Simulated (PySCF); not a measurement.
Several orderings of computed values.

Species are written as SMILES; each is one conformer at its optimised geometry, gas phase, non-relativistic unless stated. Electronic properties by PySCF.

The conformers computed, where there is a choice (atom-mapped SMILES and torsion angles):
- `[CH3:1][S:2](=[O:3])(=[O:4])[C@@H:5]1[CH2:6][CH2:7][S:8]1(=[O:9])=[O:10]`: C1–S2–C5–C6 161°
- `[OH:1][CH2:2][c:3]1[cH:4][cH:5][cH:6][cH:7][cH:8]1`: O1–C2–C3–C4 -88°, H–O1–C2–C3 -53°
- `[CH:1]#[C:2][CH2:3]/[C:4](=[N:5]\[CH3:6])[CH:7]([CH3:8])[CH3:9]`: C2–C3–C4–N5 -76°, C3–C4–C7–C8 66°
- `[CH3:1]/[CH:2]=[CH:3]/[Si@@H:4]([NH:5][CH3:6])[O:7][C:8]([CH3:9])=[O:10]`: C2–C3–Si4–N5 129°, C3–Si4–N5–C6 164°, C3–Si4–O7–C8 59°, Si4–O7–C8–C9 -179°
- `[H]/[N:4]=[CH:3]/[C@H:2]([CH3:1])[S@+:5]([CH3:6])[CH2:7][F:8]`: C1–C2–C3–N4 121°, C1–C2–S5–C6 160°, C2–S5–C7–F8 -79°
- `[CH2:1]=[CH:2][SiH2:3][P:4]([SiH3:5])[SiH2:6][C:7]([F:8])([F:9])[F:10]`: C1–C2–Si3–P4 -2°, C2–Si3–P4–Si5 -81°, Si3–P4–Si6–C7 36°, P4–Si6–C7–F8 48°

The conformers of `C=CC(=C)N1CCCC1`, `O=C1CCCN1C1C[SiH2]C1`, `CO[SiH2]OCC(=O)O[SiH3]` and `C=N[SiH2][Si@H](OC)C(=O)OC` aren't listed.

Task: Rank by HOMO–LUMO gap, highest first (PBE0/pcSseg-1 at GFN2-xTB geometries).
A. `CO[SiH2]OCC(=O)O[SiH3]` (C3H10O4Si2)
B. `S` (H2S)
C. `OCc1ccccc1` (C7H8O)
D. `O=C1CCCN1C1C[SiH2]C1` (C7H13NOSi)
E. `C=CC(=C)N1CCCC1` (C8H13N)
F. `[SiH](C)(Cl)Cl` (CH4Cl2Si)
G. `C=N[SiH2][Si@H](OC)C(=O)OC` (C4H11NO3Si2)
H. `CS(=O)(=O)[C@@H]1CCS1(=O)=O` (C4H8O4S2)

Result: F (9.63 eV), H (8.48 eV), B (8.37 eV), A (7.51 eV), D (7.07 eV), C (6.92 eV), G (6.00 eV), E (5.10 eV).

Task: Give the two extremes of that set in kcal/mol.

Result: `C=CC(=C)N1CCCC1`: 118 kcal/mol; `C[SiH](Cl)Cl`: 222 kcal/mol.

Task: Rank by HOMO energy, highest first (PBE0/pcSseg-1 at GFN2-xTB geometries).
A. `CO[SiH2]OCC(=O)O[SiH3]` (C3H10O4Si2)
B. `S` (H2S)
C. `OCC1=CC=CC=C1` (C7H8O)
D. `O=C=S` (COS)
E. `C#CC/C(=N\C)C(C)C` (C8H13N)
F. `O=C1CCCN1C1C[SiH2]C1` (C7H13NOSi)
G. `C[SiH](Cl)Cl` (CH4Cl2Si)

Result: E (-6.67 eV), F (-6.84 eV), C (-7.32 eV), B (-7.47 eV), A (-7.83 eV), D (-8.79 eV), G (-8.92 eV).

Task: Rank by dipole moment, highest first (PBE0/pcSseg-1 at GFN2-xTB geometries).
A. `OCc1ccccc1` (C7H8O)
B. `O=C=S` (COS)
C. `S` (H2S)
D. `C/C=C/[Si@@H](NC)OC(C)=O` (C6H13NO2Si)

Result: D (2.10 D), A (1.67 D), C (1.47 D), B (0.69 D).

Task: By how much do the two ends of that ranking differ?

Result: By 1.41 D, between `C/C=C/[Si@@H](NC)OC(C)=O` and `O=C=S`.

Task: Rank by smallest rotational constant, highest first (GFN2-xTB).
A. `S` (H2S)
B. `O([Si@H](NC)/C=C/C)C(=O)C` (C6H13NO2Si)
C. `[C@H](C)(/C=N/[H])[S@+](C)CF` ([C5H11FNS]+)
D. `O=C=S` (COS)
E. `C=C[SiH2]P([SiH3])[SiH2]C(F)(F)F` (C3H10F3PSi3)
F. `O=S1(CC[C@H]1S(=O)(=O)C)=O` (C4H8O4S2)

Result: A (146.584 GHz), D (6.221 GHz), C (1.008 GHz), F (0.772 GHz), B (0.513 GHz), E (0.391 GHz).
